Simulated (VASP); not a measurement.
# TiSi2 (Fddd) in VASP: a series of runs

Aim: see how the results for TiSi2 move with the level of theory and the settings. Levels: LDA, PBE, vdW-DF. Tasks: relaxation of cell and atoms.

Everything below comes from runs of VASP 6.6.1. Logs are shortened: lines on timing, memory, paths and dates and some standing lists are left out, and cuts for length are marked.

## Step 1: The crystal as given

It takes space group Fddd (No. 70, orthorhombic). Conventional cell: a = 4.779 Å, b = 8.235 Å, c = 8.526 Å, α = 90.00°, β = 90.00°, γ = 90.00°. Ti (site symmetry 222) is surrounded by 10 Si at 2.55 to 2.78 Å. Si (site symmetry 2) is surrounded by 5 Si at 2.52 to 2.79 Å and 5 Ti at 2.55 to 2.78 Å.

The cell is a database's computed one.

## Step 2: Relaxation of cell and atoms, LDA

The input, INCAR:

```
PREC = Accurate
ENCUT = 600
EDIFF = 1E-6
ISMEAR = -5
SIGMA = 0.2
LREAL = F
LASPH = T
NELM = 100
ALGO = Normal
ISIF = 3
LWAVE = F
LCHARG = F
GGA = CA
IBRION = 2
NSW = 60
EDIFFG = -0.02
PSTRESS = 0
ISYM = 1
ADDGRID = T
```

The input, KPOINTS:

```
Automatic mesh
0
Gamma
  5 5 5
```

The input, POSCAR:

```
TiSi2
1.0
    0.0000000000      4.1175163063      4.2628978354
    2.3895119538      0.0000000000      4.2628978354
    2.3895119538      4.1175163063      0.0000000000
Ti Si
2 4
Direct
    0.7500000000      0.7500000000      0.7500000000
    0.5000000000      0.5000000000      0.5000000000
    0.4125656100      0.0874343900      0.4125656100
    0.0874343900      0.4125656100      0.0874343900
    0.1625656100      0.8374343900      0.1625656100
    0.8374343900      0.1625656100      0.8374343900
```

Potentials or basis: VASP PAW LDA potentials, release 64 (Ti_sv, Si).

Started as:

```sh
$ cat potpaw_LDA.64/Ti_sv/POTCAR potpaw_LDA.64/Si/POTCAR > POTCAR
$ mpirun -np 1 vasp_std > vasp.out
```

OUTCAR:

```text
PREC = Accurate
   ENCUT = 600
   EDIFF = 1E-6
   ISMEAR = -5
   LREAL = F
   LASPH = T
   NELM = 100
   ISIF = 3
   GGA = CA
   IBRION = 2
   NSW = 60
   EDIFFG = -0.02
   PSTRESS = 0
   ISYM = 1

 ion  position               nearest neighbor table
   1  0.750  0.750  0.750-   6 2.55   5 2.55   6 2.55   5 2.55   3 2.74   3 2.74   4 2.74   4 2.74
                             3 2.78   4 2.78
   2  0.500  0.500  0.500-   4 2.55   3 2.55   4 2.55   3 2.55   5 2.74   5 2.74   6 2.74   6 2.74
                             5 2.78   6 2.78
   3  0.413  0.087  0.413-   6 2.52   6 2.52   2 2.55   2 2.55   4 2.68   1 2.74   1 2.74   1 2.78
                             4 2.79   4 2.79
   4  0.087  0.413  0.087-   5 2.52   5 2.52   2 2.55   2 2.55   3 2.68   1 2.74   1 2.74   1 2.78
                             3 2.79   3 2.79
   5  0.163  0.837  0.163-   4 2.52   4 2.52   1 2.55   1 2.55   6 2.68   2 2.74   2 2.74   2 2.78
                             6 2.79   6 2.79
   6  0.837  0.163  0.837-   3 2.52   3 2.52   1 2.55   1 2.55   5 2.68   2 2.74   2 2.74   2 2.78
                             5 2.79   5 2.79

  LATTYP: Found a face centered orthorhombic cell.
 ALAT       =     4.7790239076
 B/A-ratio  =     1.7231620456
 C/A-ratio  =     1.7840035613

  Lattice vectors:

 A1 = (   0.0000000000,   4.1175163063,   4.2628978354)
 A2 = (   2.3895119538,   0.0000000000,   4.2628978354)
 A3 = (   2.3895119538,   4.1175163063,   0.0000000000)

Analysis of symmetry for initial positions (statically):
=====================================================================
 Subroutine PRICEL returns:
 Original cell was already a primitive cell.

 Routine SETGRP: Setting up the symmetry group for a
 face centered orthorhombic supercell.

 Subroutine GETGRP returns: Found  8 space group operations
 (whereof  4 operations were pure point group operations)
 out of a pool of  8 trial point group operations.

The static configuration has the point symmetry D_2 .
 The point group associated with its full space group is D_2h.

Analysis of symmetry for dynamics (positions and initial velocities):
=====================================================================
 Subroutine PRICEL returns:
 Original cell was already a primitive cell.

 Routine SETGRP: Setting up the symmetry group for a
 face centered orthorhombic supercell.

 Subroutine GETGRP returns: Found  8 space group operations
 (whereof  4 operations were pure point group operations)
 out of a pool of  8 trial point group operations.

The dynamic configuration has the point symmetry D_2 .
 The point group associated with its full space group is D_2h.

 Subroutine INISYM returns: Found  8 space group operations
 (whereof  4 operations are pure point group operations),
 and found     1 'primitive' translations

[... 92 lines left out ...]
   NGX,Y,Z   is equivalent  to a cutoff of  13.46, 13.61, 13.97 a.u.
   NGXF,Y,Z  is equivalent  to a cutoff of  26.93, 27.21, 27.94 a.u.
 SYSTEM =  unknown system
   PREC   = accura    normal or accurate (medium, high low for compatibility)
   ISTART =      0    job   : 0-new  1-cont  2-samecut
   ICHARG =      2    charge: 1-file 2-atom 10-const
   ISPIN  =      1    spin polarized calculation?
   LNONCOLLINEAR =      F non collinear calculations
   LSORBIT =      F    spin-orbit coupling
   LASPH  =      T    aspherical Exc in radial PAW
   ENCUT  =  600.0 eV  44.10 Ry    6.64 a.u.  11.84  9.76  9.51*2*pi/ulx,y,z
   NELM   =    100;   NELMIN=  2; NELMDL= -5     # of ELM steps
   EDIFF  = 0.1E-05   stopping-criterion for ELM
   LREAL  =      F    real-space projection
   EDIFFG = -.2E-01   stopping-criterion for IOM
   NSW    =     60    number of steps for IOM
   IBRION =      2    ionic relax: 0-MD 1-quasi-New 2-CG
   NFREE  =      1    steps in history (QN), initial steepest desc. (CG)
   ISIF   =      3    stress and relaxation
   ISYM   =      1    0-nonsym 1-usesym 2-fastsym
   POTIM  = 0.5000    time-step for ionic-motion
   TEBEG  =    0.0;   TEEND  =   0.0 temperature during run
   PSTRESS=    0.0 pullay stress
   NELECT =      40.0000    total number of electrons
   NUPDOWN=      -1.0000    fix difference up-down
   EMIN   =  10.00;   EMAX   =-10.00  energy-range for DOS
   EFERMI =   0.00;   METHOD = LEGACY
   ISMEAR =    -5;   SIGMA  =   0.20  broadening in eV -4-tet -1-fermi 0-gaus
   EFERMI_NEDOS =   21; number of points for ismear=-14 and -15
   IALGO  =     38    algorithm
   IMIX   =      4    mixing-type and parameters
     AMIX     =   0.40;   BMIX     =  1.00
     AMIX_MAG =   1.60;   BMIX_MAG =  1.00
  volume/ion in A,a.u.               =      13.98        94.35
  Fermi-wavevector in a.u.,A,eV,Ry     =   1.278994  2.416947 22.256742  1.635824
  Thomas-Fermi vector in A             =   2.411504
   LORBIT       =      0    0 simple, 1 ext, 2 COOP (PROOUT), +10 PAW based schemes
   GGA     = CA    functional components
   LHFCALC =     F    Hartree Fock is set to
   AEXX    =    0.0000 exact exchange contribution
   IVDW    =     0    specifies the selected vdW correction
   LEPSILON=     F    determine dielectric tensor
   LRPA    =     F    only Hartree local field effects (RPA)
 conjugate gradient relaxation of ions
 non-spin polarized calculation
 Fermi weights with tetrahedron method with Bloechl corrections
  energy-cutoff  :      600.00
  volume of cell :       83.88
 maximum number of plane-waves:      2827
   NGX = 23   NGY = 19   NGZ = 19

--------------------------------------- Ionic step        1  -------------------------------------------

 number of electron      40.0000000 magnetization

 Free energy of the ion-electron system (eV)
  ---------------------------------------------------
  ext. energy  EPLUGINS =         0.00000000
  ---------------------------------------------------
  free energy    TOTEN  =       -44.87563469 eV

  energy without entropy =      -44.87563469  energy(sigma->0) =      -44.87563469

 E-fermi :   9.9799     XC(G=0): -11.8905

 val. band max:       10.0243812607   @ k =  -0.2000   0.2000   0.0000
 cond. band min:       9.9319241202   @ k =   0.4000  -0.0000   0.2000
 fundamental gap:     -0.0924571405
 Fermi energy:         9.9798595439

 k-point     1 :       0.0000    0.0000    0.0000
  band No.  band energies     occupation
      1     -45.4838      2.00000
      2     -45.4533      2.00000
      3     -22.2572      2.00000
      4     -22.2518      2.00000
      5     -22.1593      2.00000
      6     -22.1439      2.00000
[... 918 lines left out ...]
--------------------------------------- Ionic step        8  -------------------------------------------

 number of electron      40.0000000 magnetization

 Free energy of the ion-electron system (eV)
  ---------------------------------------------------
  ext. energy  EPLUGINS =         0.00000000
  ---------------------------------------------------
  free energy    TOTEN  =       -44.92195171 eV

  energy without entropy =      -44.92195171  energy(sigma->0) =      -44.92195171

 E-fermi :  10.4128     XC(G=0): -12.0453

 val. band max:       10.4476072226   @ k =  -0.2000   0.2000   0.0000
 cond. band min:      10.4007209638   @ k =   0.4000  -0.0000   0.2000
 fundamental gap:     -0.0468862588
 Fermi energy:        10.4127907928

 k-point     1 :       0.0000    0.0000    0.0000
  band No.  band energies     occupation
      1     -44.9407      2.00000
      2     -44.9047      2.00000
      3     -21.7439      2.00000
      4     -21.7207      2.00000
      5     -21.6317      2.00000
      6     -21.6143      2.00000
[... 672 lines left out ...]
  FREE ENERGIE OF THE ION-ELECTRON SYSTEM (eV)
  ---------------------------------------------------
  free  energy   TOTEN  =       -44.9219517143 eV

  energy  without entropy=      -44.9219517143  energy(sigma->0) =      -44.92195171

 reached required accuracy - stopping structural energy minimisation
```

OSZICAR:

```text
N       E                     dE             d eps       ncg     rms          rms(c)
DAV:   1     0.403059715969E+03    0.40306E+03   -0.21186E+04  1296   0.195E+03
DAV:   2     0.353123416833E+01   -0.39953E+03   -0.39622E+03  1296   0.523E+02
DAV:   3    -0.450446456875E+02   -0.48576E+02   -0.47800E+02  2296   0.143E+02
[... 82 lines left out ...]
DAV:   4    -0.449219586374E+02   -0.23545E-04   -0.59030E-05  1664   0.589E-02    0.401E-03
DAV:   5    -0.449219542925E+02    0.43449E-05   -0.73648E-06  1576   0.242E-02    0.343E-03
DAV:   6    -0.449219530656E+02    0.12269E-05   -0.20827E-07  1032   0.379E-03    0.199E-03
DAV:   7    -0.449219516897E+02    0.13759E-05   -0.18571E-07   936   0.352E-03    0.317E-04
DAV:   8    -0.449219517143E+02   -0.24585E-07   -0.55801E-08   864   0.218E-03
   8 F= -.44921952E+02 E0= -.44921952E+02  d E =-.127519E-04
```

Run time: 11 min. Hardware: 1 thread of AMD EPYC 7R43 (Zen 3), shared host; peak memory 0.39 GiB.

Results:

```
Free energy                            : -44.9220 eV
Relaxed volume                         : 13.51 Å³/atom
Relaxed cell                           : a = 5.856 Å, b = 4.841 Å, c = 4.695 Å, α = 75.75°, β = 53.25°, γ = 51.00°
Space group after relaxing (to 0.05 Å) : Fddd (No. 70)
Energy gained by relaxing              : 7.7 meV/atom
Ionic steps                            : 8
Pressure after relaxing                : 0.0 GPa
Largest force after relaxing           : 0.003 eV/Å
Band gap on the k mesh                 : none (metal or under the smearing width)
```

Forces in eV/Å, atoms in the order of the input:
```
Ti   0.000  0.000  0.000
Ti   0.000  0.000  0.000
Si   0.000  0.003  0.000
Si   0.000 -0.003  0.000
Si   0.000  0.003  0.000
Si   0.000 -0.003  0.000
```

The path:
```csv
step,energy change (eV),largest force (eV/Å),pressure (GPa),volume (Å³)
1,0.0000,0.0815,-4.95,83.88
2,-0.0065,0.0987,5.09,78.74
3,-0.0435,0.0916,-0.06,81.17
4,-0.0435,0.0918,0.06,81.10
5,-0.0463,0.0592,0.03,81.02
6,-0.0463,0.0593,0.03,81.02
7,-0.0466,0.0342,0.02,81.03
8,-0.0463,0.0034,0.00,81.05
```

Final structure:
```
Ti Si
1.0
     0.00000    4.05598    4.22405
     2.36531    0.00000    4.22405
     2.36531    4.05598    0.00000
Ti Si
2 4
Direct
  0.75000 0.75000 0.75000
  0.50000 0.50000 0.50000
  0.41432 0.08568 0.41432
  0.08568 0.41432 0.08568
  0.16432 0.83568 0.16432
  0.83568 0.16432 0.83568
```

Levels at points of the mesh, in eV from the Fermi level:
```tsv
k point	band 17	band 18	band 19	band 20	band 21	band 22	band 23	band 24
(0.00, 0.00, 0.00)	-2.23	-1.88	-1.63	-1.26	-0.87	2.19	3.33	3.63
```

Caveat: tetrahedron occupations give inexact forces and stress in metals.

## Step 3: Relaxation of cell and atoms, PBE

The input, INCAR:

```
SYSTEM = TiSi2
  PREC = Accurate
  ENCUT = 580
  EDIFF = 1E-6
  ISMEAR = -1
  SIGMA = 0.05
  LREAL = .FALSE.
  LASPH = .TRUE.
  NELM = 100
  ALGO = Fast
  ISIF = 3
  LWAVE = .FALSE.
  LCHARG = .FALSE.
  GGA = PE
  IBRION = 2
  NSW = 40
  EDIFFG = -0.01
```

The input, KPOINTS:

```
regular mesh
0
G
  7 7 7
  0 0 0
```

POSCAR is that of step 2.

Potentials or basis: VASP PAW PBE potentials, release 64 (Ti, Si).

Started as:

```sh
$ cat potpaw_PBE.64/Ti/POTCAR potpaw_PBE.64/Si/POTCAR > POTCAR
$ mpirun -np 1 vasp_std > vasp.out
```

It took 5.1 min on 1 thread of Intel Xeon Platinum 8375C at 2.90GHz (Ice Lake), shared host; peak memory 0.33 GiB.

It converged, with:

| Item | Value |
| --- | --- |
| Free energy | -40.5299 eV |
| Relaxed volume | 14.14 Å³/atom |
| Relaxed cell | a = 5.948 Å, b = 4.916 Å, c = 4.768 Å, α = 75.76°, β = 53.24°, γ = 50.99° |
| Space group after relaxing (to 0.05 Å) | Fddd (No. 70) |
| Energy gained by relaxing | 1.3 meV/atom |
| Ionic steps | 5 |
| Pressure after relaxing | 0.0 GPa |
| Largest force after relaxing | 0.007 eV/Å |
| Band gap on the k mesh | none (metal or under the smearing width) |

Forces in eV/Å, atoms in the order of the input:
```
Ti   0.000  0.000  0.000
Ti   0.000  0.000  0.000
Si   0.000  0.007  0.000
Si   0.000 -0.007  0.000
Si   0.000  0.007  0.000
Si   0.000 -0.007  0.000
```

The path:
```tsv
step	energy change (eV)	largest force (eV/Å)	pressure (GPa)	volume (Å³)
1	0.0000	0.0222	1.89	83.88
2	0.0000	0.0020	-1.86	85.90
3	-0.0075	0.0101	-0.04	84.88
4	-0.0075	0.0097	-0.07	84.90
5	-0.0075	0.0075	-0.02	84.86
```

Final structure:
```xyz
6
Lattice="0.0000 4.1196 4.2900 2.4009 0.0000 4.2900 2.4009 4.1196 0.0000" Properties=species:S:1:pos:R:3 pbc="T T T"
Ti    3.6014    6.1794    6.4350
Ti    2.4009    4.1196    4.2900
Si    1.2005    3.4002    2.1450
Si    1.2005    0.7194    2.1450
Si    2.4009    1.3404    4.2900
Si    2.4009    6.8988    4.2900
```

Levels at points of the mesh, in eV from the Fermi level:
| k point | band 10 | band 11 | band 12 | band 13 | band 14 | band 15 |
| --- | --- | --- | --- | --- | --- | --- |
| (0.00, 0.00, 0.00) | -2.04 | -1.76 | -1.31 | -0.90 | 1.99 | 3.04 |

## Step 4: Relaxation of cell and atoms, PBE

The input, INCAR:

```
PREC = Accurate
ENCUT = 600
EDIFF = 1E-6
ISMEAR = -1
SIGMA = 0.05
LREAL = F
LASPH = T
NELM = 100
ALGO = Fast
ISIF = 3
LWAVE = F
LCHARG = F
GGA = PE
IBRION = 2
NSW = 40
EDIFFG = -0.01
```

The input, KPOINTS:

```
Automatic mesh
0
Gamma
  7 7 7
```

POSCAR is that of step 3.

Potentials or basis: VASP PAW PBE potentials, release 64 (Ti_pv, Si).

Started as:

```sh
$ cat potpaw_PBE.64/Ti_pv/POTCAR potpaw_PBE.64/Si/POTCAR > POTCAR
$ mpirun -np 1 vasp_std > vasp.out
```

OUTCAR:

```text
PREC = Accurate
   ENCUT = 600
   EDIFF = 1E-6
   ISMEAR = -1
   LREAL = F
   LASPH = T
   NELM = 100
   ISIF = 3
   GGA = PE
   IBRION = 2
   NSW = 40
   EDIFFG = -0.01

 ion  position               nearest neighbor table
   1  0.750  0.750  0.750-   6 2.55   5 2.55   6 2.55   5 2.55   3 2.74   3 2.74   4 2.74   4 2.74
                             3 2.78   4 2.78
   2  0.500  0.500  0.500-   4 2.55   3 2.55   4 2.55   3 2.55   5 2.74   5 2.74   6 2.74   6 2.74
                             5 2.78   6 2.78
   3  0.413  0.087  0.413-   6 2.52   6 2.52   2 2.55   2 2.55   4 2.68   1 2.74   1 2.74   1 2.78
                             4 2.79   4 2.79
   4  0.087  0.413  0.087-   5 2.52   5 2.52   2 2.55   2 2.55   3 2.68   1 2.74   1 2.74   1 2.78
                             3 2.79   3 2.79
   5  0.163  0.837  0.163-   4 2.52   4 2.52   1 2.55   1 2.55   6 2.68   2 2.74   2 2.74   2 2.78
                             6 2.79   6 2.79
   6  0.837  0.163  0.837-   3 2.52   3 2.52   1 2.55   1 2.55   5 2.68   2 2.74   2 2.74   2 2.78
                             5 2.79   5 2.79

  LATTYP: Found a face centered orthorhombic cell.
 ALAT       =     4.7790239076
 B/A-ratio  =     1.7231620456
 C/A-ratio  =     1.7840035613

  Lattice vectors:

[... 197 lines left out ...]
  -------------------------------------------------------------------------------------
  Total        1.2495505      0.4222398      1.6040408      0.0000000      0.0000000      0.0000000
  in kB       23.8662920      8.0647382     30.6370220      0.0000000      0.0000000      0.0000000
  external PRESSURE =      20.8560174 kB  Pullay stress =       0.0000000 kB
[... 67 lines left out ...]
--------------------------------------- Ionic step        3  -------------------------------------------

 number of electron      35.9999999 magnetization

 Free energy of the ion-electron system (eV)
  ---------------------------------------------------
  ext. energy  EPLUGINS =         0.00000000
  ---------------------------------------------------
  free energy    TOTEN  =       -40.63239618 eV

  energy without entropy =      -40.61195291  energy(sigma->0) =      -40.62217455

 E-fermi :   9.0099     XC(G=0): -11.6344

 val. band max:        9.0084067056   @ k =  -0.4286   0.1429  -0.0000
 cond. band min:       9.0194612644   @ k =  -0.1429   0.1429   0.2857
 fundamental gap:      0.0110545588
 Fermi energy:         9.0099354630

 k-point     1 :       0.0000    0.0000    0.0000
  band No.  band energies     occupation
      1     -23.6829      2.00000
      2     -23.6787      2.00000
      3     -23.5909      2.00000
      4     -23.5768      2.00000
      5     -23.5766      2.00000
      6     -23.5586      2.00000
[... 589 lines left out ...]
     21      11.9797      0.00000
     22      12.0786      0.00000

 [... further k-points ...]

------------------------ aborting loop because EDIFF is reached ----------------------------------------

  FORCE on cell =-STRESS in cart. coord.  units (eV):
  Direction    XX          YY          ZZ          XY          YZ          ZX
  --------------------------------------------------------------------------------------
  -------------------------------------------------------------------------------------
  Total        0.0593406     -0.0524518     -0.0441985      0.0000000      0.0000000      0.0000000
  in kB        1.1184719     -0.9886304     -0.8330696      0.0000000      0.0000000      0.0000000
  external PRESSURE =      -0.2344094 kB  Pullay stress =       0.0000000 kB
[... 21 lines left out ...]
  FREE ENERGIE OF THE ION-ELECTRON SYSTEM (eV)
  ---------------------------------------------------
  free  energy   TOTEN  =       -40.6323961846 eV

  energy  without entropy=      -40.6119529064  energy(sigma->0) =      -40.62217455

 reached required accuracy - stopping structural energy minimisation
```

OSZICAR:

```text
N       E                     dE             d eps       ncg     rms          rms(c)
DAV:   1     0.322772477079E+03    0.32277E+03   -0.18503E+04  2816   0.179E+03
DAV:   2    -0.110000837655E+02   -0.33377E+03   -0.32963E+03  2816   0.478E+02
DAV:   3    -0.434040092793E+02   -0.32404E+02   -0.30952E+02  3992   0.113E+02
[... 42 lines left out ...]
RMM:   8    -0.406324657232E+02    0.36288E-05   -0.20570E-03  3499   0.229E-01    0.430E-02
RMM:   9    -0.406323980079E+02    0.67715E-04   -0.16924E-04  2818   0.109E-01    0.240E-02
RMM:  10    -0.406324004524E+02   -0.24445E-05   -0.23530E-04  3015   0.640E-02    0.143E-02
RMM:  11    -0.406323963180E+02    0.41344E-05   -0.16778E-05  2432   0.384E-02    0.654E-03
RMM:  12    -0.406323966186E+02   -0.30058E-06   -0.10172E-05  2406   0.165E-02    0.351E-03
RMM:  13    -0.406323961846E+02    0.43398E-06   -0.98117E-07  1678   0.897E-03
   3 F= -.40632396E+02 E0= -.40622175E+02  d E =-.861544E-02
```

Run time: 7.3 min. Hardware: 1 thread of Intel Xeon Platinum 8375C at 2.90GHz (Ice Lake), shared host; peak memory 0.35 GiB.

What came out:

```
Free energy                            : -40.6324 eV
Relaxed volume                         : 14.17 Å³/atom
Relaxed cell                           : a = 5.952 Å, b = 4.917 Å, c = 4.773 Å, α = 75.77°, β = 53.21°, γ = 51.02°
Space group after relaxing (to 0.05 Å) : Fddd (No. 70)
Energy gained by relaxing              : 1.4 meV/atom
Ionic steps                            : 3
Pressure after relaxing                : 0.0 GPa
Largest force after relaxing           : 0.006 eV/Å
Band gap on the k mesh                 : none (metal or under the smearing width)
```

Forces on the atoms (eV/Å):
```
Ti   0.000  0.000  0.000
Ti   0.000  0.000  0.000
Si   0.000  0.006  0.000
Si   0.000 -0.006  0.000
Si   0.000  0.006  0.000
Si   0.000 -0.006  0.000
```

Stress tensor (GPa, compression positive):
```
 0.11  0.00  0.00
 0.00 -0.10  0.00
 0.00  0.00 -0.08
```

Step by step:
```
step  energy change (eV)  largest force (eV/Å)  pressure (GPa)  volume (Å³)
   1              0.0000                0.0198            2.09        83.88
   2             -0.0005                0.0055           -1.94        86.11
   3             -0.0086                0.0065           -0.02        85.00
```

Final structure:
```xyz
6
Lattice="0.0000 4.1246 4.2906 2.4016 0.0000 4.2906 2.4016 4.1246 0.0000" Properties=species:S:1:pos:R:3 pbc="T T T"
Ti    3.6024    6.1869    6.4360
Ti    2.4016    4.1246    4.2906
Si    1.2008    3.4038    2.1453
Si    1.2008    0.7208    2.1453
Si    2.4016    1.3415    4.2906
Si    2.4016    6.9076    4.2906
```

(Continued in part 2 of 2.)
